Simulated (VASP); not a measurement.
Write the native input for VASP 6.6.1 that does the following.

| Quantity | Value |
| --- | --- |
| Task | single point |
| Functional | PBE |
| Potentials or basis | VASP PAW PBE potentials, release 64 (Al) |
| Cutoff | 520 eV |
| k mesh | 20 × 20 × 12 |
| Occupations | gaussian, width 0.15 eV |
| Spin | no spin polarisation |
| Dipole correction | no |
| Further INCAR settings | ALGO = Fast; EDIFF = 1e-06; NBANDS = 10 |

The structure of Al lies in POSCAR:

```
Al
1.0
   -1.5528098305      1.5528098305      1.6175102401
    1.5528098305     -1.5528098305      1.6175102401
    3.1056196609      3.1056196609      0.0000000000
Al
2
Direct
    0.0390818832     -0.0390818832      0.0000000000
    0.4609181168      0.5390818832      0.5000000000
```

This isn't the form of Al at room conditions, which is fcc.

The cell isn't the ideal one: mode 1 frozen in at -0.179 Å, equal normal strain along x and y -0.0400.

These files were run (other wordings do the same):

INCAR

```
ALGO = Fast
EDIFF = 1E-6
ENCUT = 520
GGA = PE
ISIF = 2
ISMEAR = 0
LASPH = T
LCHARG = F
LREAL = F
LWAVE = F
NBANDS = 10
NELM = 100
PREC = Accurate
SIGMA = 0.15
```

KPOINTS

```
k-points
0
Gamma
  20 20 12
```

Potentials or basis: VASP PAW PBE potentials, release 64 (Al).

Launch:

```console
$ cat potpaw_PBE.64/Al/POTCAR > POTCAR
$ mpirun -np 1 vasp_std > vasp.out
```

Results of the run:

| Item | Value |
| --- | --- |
| Pressure | 6.9 GPa |
| Largest force | 0.078 eV/Å |
| Band gap on the k mesh | none (metal or under the smearing width) |

Wall time 110 s on 1 thread of Intel(R) Xeon(R) Platinum 8259CL CPU @ 2.50GHz (Skylake/Cascade Lake) (shared host), peak memory 0.29 GiB.
